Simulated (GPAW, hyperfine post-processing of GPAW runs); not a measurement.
# MnBiSe2I: isotropic lines and sites in a paramagnetic 209Bi spectrum

Calculated values: DFT, revPBE+U, plane-wave PAW, GPAW setups, collinear spin, scalar-relativistic (GPAW), contact and point-dipole shifts scaled to 298 K with Θ = 0 K (a pure Curie law); spin-only moments, above the ordering temperature.

```xyz
10
Lattice="6.7683 -2.0668 0.0000 6.7683 2.0668 0.0000 -0.3302 0.0000 10.1531" Properties=species:S:1:pos:R:3 pbc="T T T"
Bi    2.5881    0.0000    8.2336
Bi   10.6183    0.0000    1.9195
I     1.6803    0.0000    4.3607
I    11.5261    0.0000    5.7924
Se    1.8029    0.0000    0.5879
Se    5.7342    0.0000    2.4706
Se   11.4035    0.0000    9.5652
Se    7.4722    0.0000    7.6825
Mn    6.6032    0.0000    5.0765
Mn    6.7683    0.0000    0.0000
```

209Bi MAS at 7.05 T (49.1 MHz), 40 kHz, 298 K; contact and dipolar shift alone, no orbital or quadrupolar part; lines under 1.5 % of the strongest are left out. NMR lines, with heights relative to the strongest:

| position (ppm) | intensity |
| --- | --- |
| 16666.7 | 9.4 |
| 17481.6 | 100 |
| 18296.5 | 7.2 |
| 19111.4 | 1.8 |

Q: Find the isotropic shifts among the lines and assign them to the Bi sites.

Sidebands are spaced by 815 ppm (the spinning rate over the resonance of 49.1 MHz). An isotropic line need not be the tallest: it is the area-weighted centre of its own family of sidebands, and the one that stays put when the rate is changed. Isotropic shifts: 17482 ppm for atom 1 and the 1 atom equivalent to it (7 Mn through links of 91 to 94° (6), 113° (2) and 167° (2)), reduced anisotropy 866 ppm.

[Logs are printed without paths, hosts, clocks, repeated set-up lines and the standing remarks that a program may print on its own settings, such as how far it seeks lower states.]

[Hosts, paths, dates, database ids (printed as entryN), source tags and the programs' standing remarks are cut or masked in the printed files.]
